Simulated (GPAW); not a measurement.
Here is a GPAW 26.7.0 calculation.

Contents of run.py:

```python
from ase import Atoms
from ase.dft.bandgap import bandgap
from ase.io import write
from ase.units import GPa
from gpaw import GPAW, PW

atoms = Atoms(['Cd', 'S'],
              cell=[[4.2611695877, 0.0, 0.0],
                    [-2.1305847939, 3.6902811128, 0.0],
                    [0.0, 0.0, 5.80417294]],
              scaled_positions=[[0.0, 0.0, 0.44269192],
                                [0.6666666667, 0.3333333333, 0.43430808]],
              pbc=True)

calc = GPAW(mode=PW(600),
            xc='LDA',
            kpts={'size': (6, 6, 4), 'gamma': True},
            occupations={'name': 'fermi-dirac', 'width': 0.05},
            nbands=18,
            convergence={'density': 1e-05, 'energy': 1e-05},
            maxiter=150,
            txt='gpaw.txt')
atoms.calc = calc
energy = atoms.get_potential_energy()
forces = atoms.get_forces()
stress = atoms.get_stress()
calc.write('gs.gpw')
write('result.traj', atoms)
print(f'Energy: {energy:.6f} eV')
print('Forces (eV/A):')
print(forces.round(4))
print('Stress (GPa):', (stress / GPa).round(3))
print('Fermi level:', round(calc.get_fermi_level(), 4), 'eV')
print(f'Gap: {bandgap(calc)[0]:.4f} eV, direct: {bandgap(calc, direct=True)[0]:.4f} eV')

path = atoms.cell.bandpath('GMKGALHA,LM,KH', npoints=60, eps=1e-4)
bs_calc = calc.fixed_density(kpts=path, symmetry='off', nbands=34,
                             convergence={'bands': 'CBM+6.0', 'eigenstates': 1e-6}, txt='bands.txt')
bs = bs_calc.band_structure()
bs.write('bs.json')
print(f'Gap on the path: {bandgap(bs_calc)[0]:.4f} eV')
```

Potentials or basis: the program's PAW data sets (release 1.2.1) made for this functional, pw.

Command:

```console
$ OMP_NUM_THREADS=1 python run.py
```

Problem. Estimate the band gap along the path.

Solution. 1.24 eV, indirect (least direct gap 1.25 eV).

Problem. Estimate the band gap on the k mesh.

Solution. 1.24 eV, indirect (least direct gap 1.25 eV).

Problem. Predict the pressure.

Solution. -2.6 GPa.

Problem. Predict the largest force.

Solution. 0.028 eV/Å.

Stress tensor (GPa, compression positive):
```
-3.86  0.00  0.00
 0.00 -3.86  0.00
 0.00  0.00 -0.12
```

A hybrid or GW would open this gap; LDA tends to underestimate it.
